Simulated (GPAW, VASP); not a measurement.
Given: the input of a run of VASP 6.6.1 on NiO. 

INCAR

```
PREC     = Accurate       # precision mode
ENCUT    = 520            # plane-wave cutoff, eV
EDIFF    = 1E-6           # SCF threshold, eV
ISMEAR   = 0              # smearing method
SIGMA    = 0.016          # smearing width, eV
LREAL    = F              # projectors in reciprocal space
LASPH    = T              # aspherical terms in the spheres
NELM     = 120            # most SCF steps
ALGO     = Fast           # electronic algorithm
ISIF     = 2              # what is computed and relaxed
LWAVE    = F              # write WAVECAR
LCHARG   = F              # write CHGCAR
ISPIN    = 2              # spin polarisation
MAGMOM   = 1 0            # initial moments
LORBIT   = 11             # projections on sites
LMAXMIX  = 4              # l up to which the mixer works
GGA      = PE             # functional
NBANDS   = 19             # bands
```

The input KPOINTS:

```
regular mesh
0
Gamma
  11 11 11
```

POSCAR

```
NiO
1.0
    0.0000000000      2.0859016414      2.0859016414
    2.0859016414      0.0000000000      2.0859016414
    2.0859016414      2.0859016414      0.0000000000
Ni O
1 1
Direct
    0.0000000000      0.0000000000      0.0000000000
    0.5000000000      0.5000000000      0.5000000000
```

Potentials or basis: VASP PAW PBE potentials, release 64 (Ni, O).

Command:

```sh
$ cat potpaw_PBE.64/Ni/POTCAR potpaw_PBE.64/O/POTCAR > POTCAR
$ mpirun -np 1 vasp_std > vasp.out
```

Q: Translate it to GPAW 26.7.0 (ASE script). Potentials or basis there: GPAW PAW data sets (gpaw-data 1.2.1), cutoff 800 eV.

A: As run (cutoffs and basis follow the program's own potentials, and thresholds, step limits or extra output files can differ):

The input run.py:

```python
from ase import Atoms
from ase.dft.bandgap import bandgap
from ase.io import write
from ase.units import GPa
from gpaw import GPAW, PW

atoms = Atoms(['Ni', 'O'],
              cell=[[0.0, 2.0859016414, 2.0859016414],
                    [2.0859016414, 0.0, 2.0859016414],
                    [2.0859016414, 2.0859016414, 0.0]],
              scaled_positions=[[0.0, 0.0, 0.0],
                                [0.5, 0.5, 0.5]],
              pbc=True)
atoms.set_initial_magnetic_moments([1.0, 0.0])

calc = GPAW(mode=PW(800),
            xc='PBE',
            kpts={'size': (11, 11, 11), 'gamma': True},
            occupations={'name': 'methfessel-paxton', 'order': 0, 'width': 0.016},
            nbands=22,
            convergence={'density': 1e-05, 'energy': 1e-05},
            maxiter=150,
            txt='gpaw.txt')
atoms.calc = calc
energy = atoms.get_potential_energy()
forces = atoms.get_forces()
stress = atoms.get_stress()
calc.write('gs.gpw')
write('result.traj', atoms)
print(f'Energy: {energy:.6f} eV')
print('Forces (eV/A):')
print(forces.round(4))
print('Stress (GPa):', (stress / GPa).round(3))
print('Moments:', calc.get_magnetic_moments().round(3))
print('Fermi level:', round(calc.get_fermi_level(), 4), 'eV')
print(f'Gap: {bandgap(calc)[0]:.4f} eV, direct: {bandgap(calc, direct=True)[0]:.4f} eV')
```

Potentials or basis: GPAW PAW data sets (gpaw-data 1.2.1), pw.

Command:

```console
$ OMP_NUM_THREADS=1 python run.py
```

Both were run:

|  | VASP | GPAW |
| --- | --- | --- |
| Pressure | 6.2 GPa | 10.2 GPa |
| Net moment | 1.78 μB per cell | 1.78 μB per cell |

The potentials hold 16 and 22 valence electrons a cell.

The magnetic state is the one that the start led to; the real crystal's order can differ.

The two runs disagree by more than potentials and bases usually give (in gap, levels, pressure or energy); the cause wasn't traced.

Pressure is positive in compression.
